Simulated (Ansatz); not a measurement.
# Cu(100) / 3 layers Rh(100) / Cu(100): resistance against film thickness, part 2 of 2

Wanted: interface resistance and thickness dependence for Cu(100) / 3 layers Rh(100) / Cu(100).

Ansatz 0.2.0; Ansatz plane-wave DFT, PBE, PAW files; ballistic transport by layer matching (Landauer), zero bias; PAW set soft_1.

So far. Step 5 (With 8 layers, film layers 8): The conductance of the junction is 7.2e14 S/m², 0.71 % under the 7.2e14 S/m² of the last finished run, within the error estimates, leads' steps apart, of 8 and 7.1 %.

## Step 6: With 10 layers, film layers 10

The stack now holds 10 film layers; the k-mesh follows the cell, and the energies span -0.27 to 0.27 eV.

System of this step: Cu(100) / 10 layers Rh(100) / Cu(100). The cell holds 20 atoms: 10 Cu and 10 Rh. Its edges and angles: a = 2.556 Å, b = 2.556 Å, c = 39.121 Å, α = 90.0°, β = 90.0°, γ = 90.0°. It derives from Cu and Rh. Regions: lead, 10 atoms (10 Cu); films, 10 atoms (10 Rh). The structure is stacked along c, and the current runs across the ab planes.

input.yaml

```yaml
crystal:
  lattice:
    - [2.5561627297, 0.0, 0.0]
    - [0.0, 2.5561627297, 0.0]
    - [0.0, 0.0, 39.1211237725]
  atoms:
    - { symbol: Cu, position: [0.0, 0.0, 0.0231010746] }
    - { symbol: Cu, position: [0.5, 0.5, 0.0693032239] }
    - { symbol: Cu, position: [0.0, 0.0, 0.1155053732] }
    - { symbol: Cu, position: [0.5, 0.5, 0.1617075224] }
    - { symbol: Cu, position: [0.0, 0.0, 0.2079096717] }
    - { symbol: Rh, position: [0.5, 0.5, 0.2579096717] }
    - { symbol: Rh, position: [0.0, 0.0, 0.3117075224] }
    - { symbol: Rh, position: [0.5, 0.5, 0.3655053732] }
    - { symbol: Rh, position: [0.0, 0.0, 0.4193032239] }
    - { symbol: Rh, position: [0.5, 0.5, 0.4731010746] }
    - { symbol: Rh, position: [0.0, 0.0, 0.5268989254] }
    - { symbol: Rh, position: [0.5, 0.5, 0.5806967761] }
    - { symbol: Rh, position: [0.0, 0.0, 0.6344946268] }
    - { symbol: Rh, position: [0.5, 0.5, 0.6882924776] }
    - { symbol: Rh, position: [0.0, 0.0, 0.7420903283] }
    - { symbol: Cu, position: [0.5, 0.5, 0.7920903283] }
    - { symbol: Cu, position: [0.0, 0.0, 0.8382924776] }
    - { symbol: Cu, position: [0.5, 0.5, 0.8844946268] }
    - { symbol: Cu, position: [0.0, 0.0, 0.9306967761] }
    - { symbol: Cu, position: [0.5, 0.5, 0.9768989254] }
kpoints:
  mp_grid: { grid: [15, 15, 1] }
hamiltonian:
  xc: pbe
  pseudopotentials: { kind: paw, azcp: { folder: soft_1 } }
scf:
  occupations: { method: fermi_dirac, width: 0.1 }
output:
  transmission:
    leads: [[0, 1]]
    kmesh: [28, 28]
    e_range: [-0.27, 0.27]
    de: 0.036
  write_potential: true
  write_density: true
  volumetric_format: npy
```

Started as:

```sh
$ ansatz run input.yaml --threads 4 --pin off --max-ram 8192MiB --backend cpu --events-out ev --progress --plain --runs-dir out
```

Wall time 2.4 min (4 threads of Arm Neoverse V1, shared host); peak memory 2.2 GiB.

This step gave:

```yaml
free_energy: -130279.6649 eV
energy_at_zero_smearing: -130279.3459 eV
fermi_energy: 19.58 eV
step_of_the_lead_s_potential: 0.9 meV
lead_conductance_per_cell: 0.9128 G₀
conductance_of_the_junction: 7.31e14 S/m²
junction_conductance_per_cell: 0.6167 G₀
estimated_errors_of_the_junction_s_conductance: 0, 0, 5.7, 1.2, 0 % (energy step, band edges, k-mesh, leads' steps, distance from neutral)
area_resistance_that_the_stack_adds_contact_term_taken_off_spin_by_spin: 0.4435 fΩ m²
```

Per spin. Transmission, zone mean against energy, zero at the Fermi level:

```
energy (eV)  transmission, zone mean
     -0.270                    0.522
     -0.234                    0.560
     -0.198                    0.593
     -0.162                    0.587
     -0.126                    0.591
     -0.090                    0.614
     -0.054                    0.607
     -0.018                    0.627
      0.018                    0.622
      0.054                    0.607
      0.090                    0.582
      0.126                    0.588
      0.162                    0.589
      0.198                    0.572
      0.234                    0.602
      0.270                    0.567
```

The conductance of the junction is 7.3e14 S/m², 1.7 % over the 7.2e14 S/m² of the last finished run, within the error estimates, leads' steps apart, of 7.1 and 5.7 %.

## Step 7: All levels side by side

Times are for 4 threads of Arm Neoverse V1, shared host. The runs compared:

```
no.  film layers  area resistance that the stack adds (contact term taken off, spin by spin) (fΩ m²)  conductance of the junction (S/m²)     time  memory (GiB)
  1            3                                                                              0.4779                             7.13e14  2.6 min           1.2
  2            5                                                                              0.4258                             7.41e14     93 s           1.5
  3            6                                                                              0.4577                             7.24e14     93 s           1.5
  4            8                                                                              0.4672                             7.19e14  1.9 min           1.8
  5           10                                                                              0.4435                             7.31e14  2.4 min           2.2
```

## Step 8: With 5 layers

A repeat with a changed input, to see how far the result depends on it.

This step: Ansatz plane-wave DFT, PBE, PAW files; ballistic transport by layer matching (Landauer), zero bias; changed: output.transmission.kmesh = [7, 7]; PAW set soft_1 (Ansatz 0.2.0).

System of this step: Cu(100) / 5 layers Rh(100) / Cu(100). The cell holds 16 atoms: 11 Cu and 5 Rh. Its edges and angles: a = 2.556 Å, b = 2.556 Å, c = 30.405 Å, α = 90.0°, β = 90.0°, γ = 90.0°. It derives from Cu and Rh. Regions: lead, 11 atoms (11 Cu); films, 5 atoms (5 Rh). The structure is stacked along c, and the current runs across the ab planes.

input.yaml

```yaml
crystal:
  lattice:
    - [2.5561627297, 0.0, 0.0]
    - [0.0, 2.5561627297, 0.0]
    - [0.0, 0.0, 30.4054418863]
  atoms:
    - { symbol: Cu, position: [0.0, 0.0, 0.0297229688] }
    - { symbol: Cu, position: [0.5, 0.5, 0.0891689063] }
    - { symbol: Cu, position: [0.0, 0.0, 0.1486148439] }
    - { symbol: Cu, position: [0.5, 0.5, 0.2080607815] }
    - { symbol: Cu, position: [0.0, 0.0, 0.267506719] }
    - { symbol: Rh, position: [0.5, 0.5, 0.3318391565] }
    - { symbol: Rh, position: [0.0, 0.0, 0.4010580939] }
    - { symbol: Rh, position: [0.5, 0.5, 0.4702770312] }
    - { symbol: Rh, position: [0.0, 0.0, 0.5394959686] }
    - { symbol: Rh, position: [0.5, 0.5, 0.6087149059] }
    - { symbol: Cu, position: [0.0, 0.0, 0.6730473434] }
    - { symbol: Cu, position: [0.5, 0.5, 0.732493281] }
    - { symbol: Cu, position: [0.0, 0.0, 0.7919392185] }
    - { symbol: Cu, position: [0.5, 0.5, 0.8513851561] }
    - { symbol: Cu, position: [0.0, 0.0, 0.9108310937] }
    - { symbol: Cu, position: [0.5, 0.5, 0.9702770312] }
kpoints:
  mp_grid: { grid: [15, 15, 1] }
hamiltonian:
  xc: pbe
  pseudopotentials: { kind: paw, azcp: { folder: soft_1 } }
scf:
  occupations: { method: fermi_dirac, width: 0.1 }
output:
  transmission: { leads: [[0, 1]], kmesh: [7, 7], e_range: [-0.27, 0.27], de: 0.036 }
  write_potential: true
  write_density: true
  volumetric_format: npy
```

Wall time 40 s (4 threads); peak memory 1.5 GiB.

Residual by cycle:

cycle, log10 residual and a bar from the least value:
```
        1        2.2 ##############################
        2        1.7 #############################
        4        0.7 #########################
        5        0.0 #######################
        6       -0.2 #######################
        8       -1.4 ###################
        9       -2.1 #################
       11       -3.7 ############
       12       -4.9 ########
       13       -5.4 #######
       15       -6.5 ###
       16       -7.5
```

The run finished with changed settings (output.transmission.kmesh = [7, 7]); it serves as a test.

The two runs compared:

```
                                                                          quantity  this run  sound run  difference
                                          ballistic conductance of the lead (S/m²)  1.089e15   1.083e15      6.5e12
                                                    lead conductance per cell (G₀)   0.91869    0.91321     0.00548
                                                conductance of the junction (S/m²)  8.589e14   7.412e14      1.2e14
                                                junction conductance per cell (G₀)   0.72429    0.62503      0.0993
area resistance that the stack adds (contact term taken off, spin by spin) (fΩ m²)   0.24630    0.42576      -0.179
```

One result that differs is the area resistance that the stack adds (contact term taken off, spin by spin), 0.246 fΩ m² against 0.426 fΩ m².

## Step 9: Summary of results

```yaml
area_resistance_3_layers: 0.478 fΩ m²
area_resistance_5_layers: 0.426 fΩ m²
area_resistance_6_layers: 0.458 fΩ m²
area_resistance_8_layers: 0.467 fΩ m²
area_resistance_10_layers: 0.443 fΩ m²
```

In words: The stack adds 0.48 fΩ m² with 3 layers and 0.44 fΩ m² with 10. From 5 layers on no step exceeds the two runs' error estimates together, as expected where only the two interfaces scatter; half the mean, 0.22 fΩ m², is a rough coherent figure for one interface. Atoms sit on ideal sites and aren't relaxed. Rh(100) is compressed by 4.9 % in plane to fit Cu(100), at its own atomic volume.

[Logs are printed without paths, hosts, clocks, repeated set-up lines and the standing remarks that a program may print on its own settings, such as how far it seeks lower states.]

[Hosts, paths, dates, database ids (printed as entryN), source tags and the programs' standing remarks are cut or masked in the printed files.]
